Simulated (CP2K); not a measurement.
Runs of CP2K 2026.2 on ZnS. The structure is cubic, space group F-43m (No. 216). Conventional cell: a = 5.404 Å, b = 5.404 Å, c = 5.404 Å, α = 90.00°, β = 90.00°, γ = 90.00°. Zn (site symmetry -43m) has 4 S at 2.34 Å as nearest neighbours. S (site symmetry -43m) has 4 Zn at 2.34 Å as nearest neighbours. 

```tsv
task	level	potentials or basis	smearing	EPS_DEFAULT	NGRIDS	CUTOFF of the grids	points a segment of the path (NPOINTS)	bands added on the path	gap on the mesh (eV)	pressure (GPa)
band structure	TB-mBJ	POTENTIAL_UZH Zn GTH-PBE-q12, S GTH-PBE-q6; TZVP-MOLOPT-PBE-GTH basis	fermi-dirac 0.1 eV	1.0E-9	4	675 Ry	10	2	1.80	-
band structure	r2SCAN	POTENTIAL_UZH Zn GTH-SCAN-q12, S GTH-SCAN-q6; TZVP-MOLOPT-SCAN-GTH basis	fermi-dirac 0.01 eV	1.0E-10	4	675 Ry	8	4	(b)	-0.9
band structure	LDA	GTH_POTENTIALS Zn GTH-PADE-q12, S GTH-PADE-q6; TZVP-MOLOPT-PBE-GTH basis	fermi-dirac 0.05 eV	1.0E-10	4	450 Ry	8	4	1.80	-4.3
band structure	PBEsol	POTENTIAL_UZH Zn GTH-PBE-q12, S GTH-PBE-q6; TZVP-MOLOPT-PBE-GTH basis	fermi-dirac 0.05 eV	1.0E-9	5	450 Ry	10	6	(a)	-1.3
```

Alike in all rows: no spin polarisation; cell as given; k mesh 9 × 9 × 9.

Question: Estimate the missing entries.

Answer: (a) 1.90; (b) 2.50.

Caveats: the basis of atomic orbitals isn't converged, which shifts pressures, moduli and gaps; the potentials were made for another functional, which shifts forces and pressure (some runs); this is a model potential without an energy functional, so only levels have meaning (some runs).

Runs at the PBE level aren't shown here.
